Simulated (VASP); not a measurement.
# KI (Fm-3m) in VASP: a series of runs

KI is run at these levels: PBEsol, LDA; tasks: electric field gradients.

Program: VASP 6.6.1. These are calculated values, not measurements. Logs are shortened: lines on timing, memory, paths and dates and some standing lists are left out, and cuts for length are marked.

**Measured values to compare with.**

A printed reference work, monograph reports, for a bulk crystal of KI: band gap 6.32 eV.

The results are compared with them further down.

## 1. The cell of the first run

The structure is cubic, space group Fm-3m (No. 225). Conventional cell: a = 7.066 Å, b = 7.066 Å, c = 7.066 Å, α = 90.00°, β = 90.00°, γ = 90.00°. K (site symmetry m-3m) has 6 I at 3.53 Å within 4.6 Å. I (site symmetry m-3m) has 6 K at 3.53 Å within 4.6 Å.

## 2. Electric field gradients, PBEsol

INCAR

```
SYSTEM = KI
ALGO = Normal
EDIFF = 1E-8
ENCUT = 400
GGA = PS
GGA_COMPAT = .False.
ISIF = 2
ISMEAR = -1
LASPH = .True.
LCHARG = .False.
LEFG = .True.
LREAL = .False.
LWAVE = .False.
NBANDS = 15
NELM = 120
PREC = Accurate
SIGMA = 0.02
```

KPOINTS

```
k-points
0
Gamma
  3 3 3
  0 0 0
```

POSCAR

```
KI
1.0
    0.0000000000      3.5327750000      3.5327750000
    3.5327750000      0.0000000000      3.5327750000
    3.5327750000      3.5327750000      0.0000000000
K I
1 1
Direct
    0.0000000000      0.0000000000      0.0000000000
    0.5000000000      0.5000000000      0.5000000000
```

Potentials or basis: VASP PAW PBE potentials, release 64 (K_sv, I).

Command:

```
$ cat potpaw_PBE.64/K_sv/POTCAR potpaw_PBE.64/I/POTCAR > POTCAR
$ mpirun -np 1 vasp_std > vasp.out
```

OUTCAR:

```text
SYSTEM = KI
   EDIFF = 1E-8
   ENCUT = 400
   GGA = PS
   ISIF = 2
   ISMEAR = -1
   LASPH = .True.
   LREAL = .False.
   NELM = 120
   PREC = Accurate

 ion  position               nearest neighbor table
   1  0.000  0.000  0.000-   2 3.53   2 3.53   2 3.53   2 3.53   2 3.53   2 3.53
   2  0.500  0.500  0.500-   1 3.53   1 3.53   1 3.53   1 3.53   1 3.53   1 3.53

  LATTYP: Found a face centered cubic cell.
 ALAT       =     7.0655500000

  Lattice vectors:

 A1 = (   0.0000000000,   3.5327750000,   3.5327750000)
 A2 = (   3.5327750000,   0.0000000000,   3.5327750000)
 A3 = (   3.5327750000,   3.5327750000,   0.0000000000)

Analysis of symmetry for initial positions (statically):
=====================================================================
 Subroutine PRICEL returns:
 Original cell was already a primitive cell.

 Routine SETGRP: Setting up the symmetry group for a
 face centered cubic supercell.

 Subroutine GETGRP returns: Found 48 space group operations
 (whereof 48 operations were pure point group operations)
 out of a pool of 48 trial point group operations.

The static configuration has the point symmetry O_h .

Analysis of symmetry for dynamics (positions and initial velocities):
=====================================================================
 Subroutine PRICEL returns:
 Original cell was already a primitive cell.

 Routine SETGRP: Setting up the symmetry group for a
 face centered cubic supercell.

 Subroutine GETGRP returns: Found 48 space group operations
 (whereof 48 operations were pure point group operations)
 out of a pool of 48 trial point group operations.

The dynamic configuration has the point symmetry O_h .

 Subroutine INISYM returns: Found 48 space group operations
 (whereof 48 operations are pure point group operations),
 and found     1 'primitive' translations

----------------------------------------------------------------------------------------

                                     Primitive cell

  volume of cell :      88.1816

  direct lattice vectors                    reciprocal lattice vectors
     0.000000000  3.532775000  3.532775000    -0.141531799  0.141531799  0.141531799
     3.532775000  0.000000000  3.532775000     0.141531799 -0.141531799  0.141531799
     3.532775000  3.532775000  0.000000000     0.141531799  0.141531799 -0.141531799

  length of vectors
     4.996098318  4.996098318  4.996098318     0.245140266  0.245140266  0.245140266

  position of ions in fractional coordinates (direct lattice)
     0.000000000  0.000000000  0.000000000
     0.500000000  0.500000000  0.500000000

  ion indices of the primitive-cell ions
   primitive index   ion index
                 1           1
                 2           2

----------------------------------------------------------------------------------------

 KPOINTS: k-points

Automatic generation of k-mesh.
 Grid dimensions read from file:
 generate k-points for:    3    3    3

 Generating k-lattice:

  Cartesian coordinates                     Fractional coordinates (reciprocal lattice)
    -0.047177266  0.047177266  0.047177266     0.333333333  0.000000000  0.000000000
     0.047177266 -0.047177266  0.047177266     0.000000000  0.333333333  0.000000000
     0.047177266  0.047177266 -0.047177266     0.000000000  0.000000000  0.333333333

  Length of vectors
     0.081713422  0.081713422  0.081713422

  Shift w.r.t. Gamma in fractional coordinates (k-lattice)
     0.000000000  0.000000000  0.000000000

 Subroutine IBZKPT returns following result:
 ===========================================

 Found      4 irreducible k-points:

 Following reciprocal coordinates:
            Coordinates               Weight
  0.000000  0.000000  0.000000      1.000000
  0.333333  0.000000  0.000000      8.000000
  0.333333  0.333333  0.000000      6.000000
 -0.333333  0.333333  0.000000     12.000000
   k-points           NKPTS =      4   k-points in BZ     NKDIM =      4   number of bands    NBANDS=     15
   number of dos      NEDOS =    301   number of ions     NIONS =      2
   total plane-waves  NPLWV =  46656
   dimension x,y,z NGX =    36 NGY =   36 NGZ =   36
   dimension x,y,z NGXF=    72 NGYF=   72 NGZF=   72
   ions per type =               1   1
   NGX,Y,Z   is equivalent  to a cutoff of  11.98, 11.98, 11.98 a.u.
   NGXF,Y,Z  is equivalent  to a cutoff of  23.96, 23.96, 23.96 a.u.
 SYSTEM =  KI
   PREC   = accura    normal or accurate (medium, high low for compatibility)
   ISTART =      0    job   : 0-new  1-cont  2-samecut
   ICHARG =      2    charge: 1-file 2-atom 10-const
   ISPIN  =      1    spin polarized calculation?
   LNONCOLLINEAR =      F non collinear calculations
   LSORBIT =      F    spin-orbit coupling
   LASPH  =      T    aspherical Exc in radial PAW
   ENCUT  =  400.0 eV  29.40 Ry    5.42 a.u.   8.15  8.15  8.15*2*pi/ulx,y,z
   NELM   =    120;   NELMIN=  2; NELMDL= -5     # of ELM steps
   EDIFF  = 0.1E-07   stopping-criterion for ELM
   LREAL  =      F    real-space projection
   EDIFFG = 0.1E-06   stopping-criterion for IOM
   NSW    =      0    number of steps for IOM
   IBRION =     -1    ionic relax: 0-MD 1-quasi-New 2-CG
   NFREE  =      0    steps in history (QN), initial steepest desc. (CG)
   ISIF   =      2    stress and relaxation
   ISYM   =      2    0-nonsym 1-usesym 2-fastsym
   POTIM  = 0.5000    time-step for ionic-motion
   TEBEG  =    0.0;   TEEND  =   0.0 temperature during run
   PSTRESS=    0.0 pullay stress
   NELECT =      16.0000    total number of electrons
   NUPDOWN=      -1.0000    fix difference up-down
   EMIN   =  10.00;   EMAX   =-10.00  energy-range for DOS
   EFERMI =   0.00;   METHOD = LEGACY
   ISMEAR =    -1;   SIGMA  =   0.02  broadening in eV -4-tet -1-fermi 0-gaus
   EFERMI_NEDOS =   21; number of points for ismear=-14 and -15
   IALGO  =     38    algorithm
   IMIX   =      4    mixing-type and parameters
     AMIX     =   0.40;   BMIX     =  1.00
     AMIX_MAG =   1.60;   BMIX_MAG =  1.00
  volume/ion in A,a.u.               =      44.09       297.54
  Fermi-wavevector in a.u.,A,eV,Ry     =   0.926806  1.751409 11.686988  0.858969
  Thomas-Fermi vector in A             =   2.052808
   LORBIT       =      0    0 simple, 1 ext, 2 COOP (PROOUT), +10 PAW based schemes
   GGA     = PS    functional components
   LHFCALC =     F    Hartree Fock is set to
   AEXX    =    0.0000 exact exchange contribution
   IVDW    =     0    specifies the selected vdW correction
   LEPSILON=     F    determine dielectric tensor
   LRPA    =     F    only Hartree local field effects (RPA)
 non-spin polarized calculation
  energy-cutoff  :      400.00
  volume of cell :       88.18
 maximum number of plane-waves:      1639
 NGX is ok and might be reduce to    36
   NGX = 17   NGY = 17   NGZ = 17

 number of electron      16.0000000 magnetization

 Free energy of the ion-electron system (eV)
  ---------------------------------------------------
  ext. energy  EPLUGINS =         0.00000000
  ---------------------------------------------------
  free energy    TOTEN  =        -5.80421155 eV

  energy without entropy =       -5.80421155  energy(sigma->0) =       -5.80421155

 E-fermi :  -0.0460     XC(G=0):  -7.3367

 val. band max:       -0.4985708629   @ k =   0.0000   0.0000   0.0000
 cond. band min:       3.3123966293   @ k =   0.0000   0.0000   0.0000
 fundamental gap:      3.8109674922
 Fermi energy:        -0.0460481285

 k-point     1 :       0.0000    0.0000    0.0000
  band No.  band energies     occupation
      1     -28.8382      2.00000
      2     -12.3898      2.00000
      3     -12.3898      2.00000
      4     -12.3898      2.00000
      5     -11.0329      2.00000
      6      -0.4986      2.00000
      7      -0.4986      2.00000
      8      -0.4986      2.00000
      9       3.3124      0.00000
     10       5.9236      0.00000
     11       5.9236      0.00000
     12       5.9236      0.00000
     13       6.6620      0.00000
     14       6.6620      0.00000
     15       9.1067      0.00000

 k-point     2 :       0.3333    0.0000    0.0000
  band No.  band energies     occupation
      1     -28.8366      2.00000
      2     -12.5143      2.00000
      3     -12.3917      2.00000
      4     -12.3917      2.00000
      5     -10.8105      2.00000
      6      -1.5815      2.00000
      7      -0.7620      2.00000
      8      -0.7620      2.00000
      9       4.7127      0.00000
     10       6.4172      0.00000
     11       6.9235      0.00000
     12       6.9235      0.00000
     13       7.8156      0.00000
     14       7.8156      0.00000
     15       9.1214      0.00000

 k-point     3 :       0.3333    0.3333    0.0000
  band No.  band energies     occupation
      1     -28.8361      2.00000
      2     -12.4544      2.00000
      3     -12.4041      2.00000
      4     -12.4041      2.00000
      5     -10.8750      2.00000
      6      -1.4660      2.00000
      7      -0.7953      2.00000
      8      -0.7953      2.00000
      9       4.5969      0.00000
     10       5.0876      0.00000
     11       7.2904      0.00000
     12       7.4284      0.00000
     13       8.2280      0.00000
     14       8.2280      0.00000
     15       9.3818      0.00000

 k-point     4 :      -0.3333    0.3333    0.0000
  band No.  band energies     occupation
      1     -28.8355      2.00000
      2     -12.4803      2.00000
      3     -12.4235      2.00000
      4     -12.3990      2.00000
      5     -10.8029      2.00000
      6      -1.4355      2.00000
      7      -1.2703      2.00000
      8      -0.8847      2.00000
      9       5.3707      0.00000
     10       6.4197      0.00000
     11       6.5720      0.00000
     12       7.6276      0.00000
     13       7.9987      0.00000
     14       8.2336      0.00000
     15       9.5737      0.00000

------------------------ aborting loop because EDIFF is reached ----------------------------------------

  FORCE on cell =-STRESS in cart. coord.  units (eV):
  Direction    XX          YY          ZZ          XY          YZ          ZX
  --------------------------------------------------------------------------------------
  -------------------------------------------------------------------------------------
  Total       -0.1044810     -0.1044810     -0.1044810      0.0000000      0.0000000     -0.0000000
  in kB       -1.8983216     -1.8983216     -1.8983216      0.0000000      0.0000000     -0.0000000
  external PRESSURE =      -1.8983216 kB  Pullay stress =       0.0000000 kB

 VOLUME and BASIS-vectors are now :
 -----------------------------------------------------------------------------
  energy-cutoff  :      400.00
  volume of cell :       88.18
      direct lattice vectors                 reciprocal lattice vectors
     0.000000000  3.532775000  3.532775000    -0.141531799  0.141531799  0.141531799
     3.532775000  0.000000000  3.532775000     0.141531799 -0.141531799  0.141531799
     3.532775000  3.532775000  0.000000000     0.141531799  0.141531799 -0.141531799

 POSITION                                       TOTAL-FORCE (eV/Angst)
 -----------------------------------------------------------------------------------
      0.00000      0.00000      0.00000         0.000000      0.000000      0.000000
      3.53277      3.53277      3.53277        -0.000000     -0.000000     -0.000000
 -----------------------------------------------------------------------------------
    total drift:                                0.000000      0.000000      0.000000

  FREE ENERGIE OF THE ION-ELECTRON SYSTEM (eV)
  ---------------------------------------------------
  free  energy   TOTEN  =        -5.8042115479 eV

  energy  without entropy=       -5.8042115479  energy(sigma->0) =       -5.80421155

 Electric field gradients (V/A^2)
---------------------------------------------------------------------
 ion       V_xx      V_yy      V_zz      V_xy      V_xz      V_yz
---------------------------------------------------------------------
   1       0.000     0.000    -0.000    -0.000    -0.000    -0.000
   2      -0.000    -0.000    -0.000    -0.000    -0.000    -0.000
---------------------------------------------------------------------

 Electric field gradients after diagonalization (V/A^2)
 (convention: |V_zz| > |V_xx| > |V_yy|)
----------------------------------------------------------------------
 ion       V_xx      V_yy      V_zz     asymmetry (V_yy - V_xx)/ V_zz
----------------------------------------------------------------------
   1       0.000     0.000    -0.001       0.000
   2       0.000     0.000    -0.000       0.000
----------------------------------------------------------------------

           NMR quadrupolar parameters

 Cq : quadrupolar parameter    Cq=e*Q*V_zz/h
 eta: asymmetry parameters     (V_yy - V_xx)/ V_zz
 Q  : nuclear electric quadrupole moment in mb (millibarn)
----------------------------------------------------------------------
 ion       Cq(MHz)       eta       Q (mb)
----------------------------------------------------------------------
   1      -0.000       0.000       1.000
   2      -0.000       0.000       1.000
----------------------------------------------------------------------
```

Wall time 12 s (1 thread of Intel Xeon 8259CL, shared host); peak memory 0.2 GiB.

Results:

```yaml
Free_energy: -5.8042 eV
Pressure: -0.2 GPa
Band_gap_on_the_k_mesh: 3.81 eV
Largest_electric_field_gradient_by_atom: zero within the noise of the run
```

Caveat: the k points lie up to 0.51 Å⁻¹ apart; the PAW data sets were made with another functional, which shifts forces and pressure a little; spin-orbit coupling is left out, which moves the levels of the heavy elements. Expect the measured gap to be larger: semilocal functionals such as PBEsol lack the derivative discontinuity.

[end of part 1 of 3]
